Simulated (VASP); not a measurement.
# Tl₁₂H: harmonic vibrations of an adsorbate, by atoms left free

Tl₁₂H, slab, 13 atoms in the cell. PBE, harmonic vibrations; PAW potentials Tl_d, H (PBE set).

| Atoms left free | Zero-point energy (eV) | Vibrational entropy at 298 K (meV/K) | Displaced cells | Ionic steps, all stages | Electronic steps, all stages | Time (s) |
|---|---|---|---|---|---|---|
| the adsorbate | 0.089 | 0.094 | 6 | 27 | 333 | 469 |
| the adsorbate and the three nearest surface atoms | 0.114 | 2.111 | 24 | 45 | 497 | 685 |
| the adsorbate and the four nearest surface atoms | 0.122 | 2.861 | 30 | 51 | 562 | 744 |

Limits: the slab is thin and the surface cell small, so the value carries both errors; the zero-point energy and the entropy count all atoms left free, so they grow with their number.

## Input of the first row

INCAR.step1:
```
SYSTEM = Tl12H
PREC = Accurate
ENCUT = 250
EDIFF = 1E-7
ISMEAR = 1
SIGMA = 0.1
LREAL = .FALSE.
LASPH = .TRUE.
NELM = 100
ALGO = Normal
LWAVE = .FALSE.
LCHARG = .FALSE.
KPAR = 2
IBRION = 2
NSW = 100
ISIF = 2
EDIFFG = -0.01
POTIM = 0.5
```

INCAR.step2, as INCAR.step1 but for:
```
- IBRION = 2
- NSW = 100
- ISIF = 2
- EDIFFG = -0.01
- POTIM = 0.5
+ IBRION = 5
+ NFREE = 2
+ POTIM = 0.015
+ NSW = 1
```

KPOINTS:
```
k-points
0
Gamma
  3 3 1
```

POSCAR.step1:
```
Tl12H
1.0
    6.9120000000      0.0000000000      0.0000000000
    3.4560000000      5.9859675910      0.0000000000
    0.0000000000      0.0000000000     20.6950000000
Tl H
12 1
Selective dynamics
Direct
    0.0000000000      0.0000000000      0.2899251027  F F F
    0.5000000000      0.0000000000      0.2899251027  F F F
    0.0000000000      0.5000000000      0.2899251027  F F F
    0.5000000000      0.5000000000      0.2899251027  F F F
   -0.1666666667      0.3333333333      0.4234114520  T T T
    0.3333333333      0.3333333333      0.4234114520  T T T
   -0.1666666667      0.8333333333      0.4234114520  T T T
    0.3333333333      0.8333333333      0.4234114520  T T T
    0.0000000000      0.0000000000      0.5568978014  T T T
    0.5000000000      0.0000000000      0.5568978014  T T T
    0.0000000000      0.5000000000      0.5568978014  T T T
    0.5000000000      0.5000000000      0.5568978014  T T T
    0.1666666667      0.1666666667      0.5810582266  T T T
```

POSCAR.step2:
```
Tl12H
1.0
    6.9120000000      0.0000000000      0.0000000000
    3.4560000000      5.9859675910      0.0000000000
    0.0000000000      0.0000000000     20.6950000000
Tl H
12 1
Selective dynamics
Direct
    0.0000000000      0.0000000000      0.2899251027  F F F
    0.5000000000      0.0000000000      0.2899251027  F F F
    0.0000000000      0.5000000000      0.2899251027  F F F
    0.5000000000      0.5000000000      0.2899251027  F F F
    0.8237507594      0.3381246202      0.4285673762  F F F
    0.3381246202      0.3381246202      0.4285673762  F F F
    0.8333333333      0.8333333333      0.4180422701  F F F
    0.3381246202      0.8237507594      0.4285673762  F F F
    0.9959556319      0.9959556319      0.5615861090  F F F
    0.5080887362      0.9959556319      0.5615861090  F F F
    0.9959556319      0.5080887362      0.5615861090  F F F
    0.5000000000      0.5000000000      0.5639125523  F F F
    0.1666666667      0.1666666667      0.6021211204  T T T
```

Commands (each step's output is kept before the next begins):
```
cat potpaw_PBE.64/Tl_d/POTCAR potpaw_PBE.64/H/POTCAR > POTCAR
cp INCAR.step1 INCAR
cp POSCAR.step1 POSCAR
mpirun -np 8 vasp_std > vasp.out
# POSCAR: the relaxed cell, only the named atoms free
cp INCAR.step2 INCAR
cp POSCAR.step2 POSCAR
mpirun -np 8 vasp_std > vasp.out
```

VASP 6.6.1 took 469 s on 8 cores (Intel Xeon Platinum 8488C (Sapphire Rapids)), a shared host.
